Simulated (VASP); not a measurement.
A run of VASP 6.6.1 is set up as follows.

INCAR

```
ALGO     = Normal         # electronic algorithm
EDIFF    = 1E-6           # SCF threshold, eV
EDIFFG   = -0.01          # ionic threshold
ENCUT    = 600            # plane-wave cutoff, eV
IBRION   = 2              # ionic algorithm
ISIF     = 3              # what is computed and relaxed
ISMEAR   = 0              # smearing method
LASPH    = T              # aspherical terms in the spheres
LCHARG   = F              # write CHGCAR
LMIXTAU  = T            
LREAL    = F              # projectors in reciprocal space
LWAVE    = F              # write WAVECAR
METAGGA  = TPSS           # meta-GGA
NELM     = 60             # most SCF steps
NSW      = 40             # ionic steps
PREC     = Accurate       # precision mode
SIGMA    = 0.05           # smearing width, eV
```

KPOINTS

```
k-points
0
Gamma
  10 10 26
```

File POSCAR:

```
H
1.0
    2.6496387389      0.0000000000      0.0000000000
    0.0000000000      2.6496387389      0.0000000000
    0.0000000000      0.0000000000      0.9804929200
H
1
Direct
    0.0000000000      0.0000000000      0.5000000000
```

Potentials or basis: VASP PAW PBE potentials, release 64 (H).

Command:

```sh
$ cat potpaw_PBE.64/H/POTCAR > POTCAR
$ mpirun -np 1 vasp_std > vasp.out
```

What does it give for the relaxed cell?

a = 3.101 Å, b = 3.101 Å, c = 0.983 Å, α = 90.00°, β = 90.00°, γ = 90.00°.

Estimate the space group after relaxing (to 0.05 Å).

P4/mmm (No. 123).

Stress tensor (GPa, compression positive):
```
 0.03  0.00  0.00
 0.00  0.03  0.00
 0.00  0.00 -0.06
```

Caveat: the PAW data sets were made with another functional, which shifts forces and pressure a little.
